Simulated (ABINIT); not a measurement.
# SrO in ABINIT: the effect of target pressure

Crystal: SrO.

```xyz
2
Lattice="0.0000 2.5663 2.5663 2.5663 0.0000 2.5663 2.5663 2.5663 0.0000" Properties=species:S:1:pos:R:3 pbc="T T T"
Sr    2.5663    2.5663    2.5663
O     0.0000    0.0000    0.0000
```

Alike in all runs:

* Program: ABINIT 10.8.3 (patched build)
* Task: relaxation of cell and atoms
* Functional: PBE
* Potentials or basis: JTH PAW PBE v2.0
* Cutoff: 626 eV
* k mesh: 9 × 9 × 9
* Occupations: fermi-dirac, width 0.05 eV
* Spin: no spin polarisation

Each run relaxes the cell or the atoms first.

| target pressure | relaxed volume (Å³/atom) | gap on the mesh (eV) |
| --- | --- | --- |
| 0 GPa | 17.50 | 3.38 |
| 5 GPa | 16.60 | 3.36 |
| 10 GPa | 15.91 | 3.33 |
| 20 GPa | 14.86 | 3.23 |
| 30 GPa | ? | ? |

Question: What does the run with target pressure 30 GPa give?

Answer: Relaxed volume 14.08 Å³/atom; gap on the mesh 3.10 eV.

Worked out: In Murnaghan's law V^(-B') rises as a straight line in P. The other rows fit best with B' = 4.2, V0 = 17.50 Å³/atom and B0 = 85 GPa, which gives 14.10 Å³/atom at 30 GPa, against the run's 14.08. A parabola through the other rows of the gap on the mesh, of slope -0.0173 eV per GPa there, extrapolates to 3.08 eV, against the run's 3.10.

Caveats: an odd mesh through Γ misses points on the zone boundary, where band edges often lie; the volume moved by over 15 % at a fixed basis, so the end points are rough (some runs).
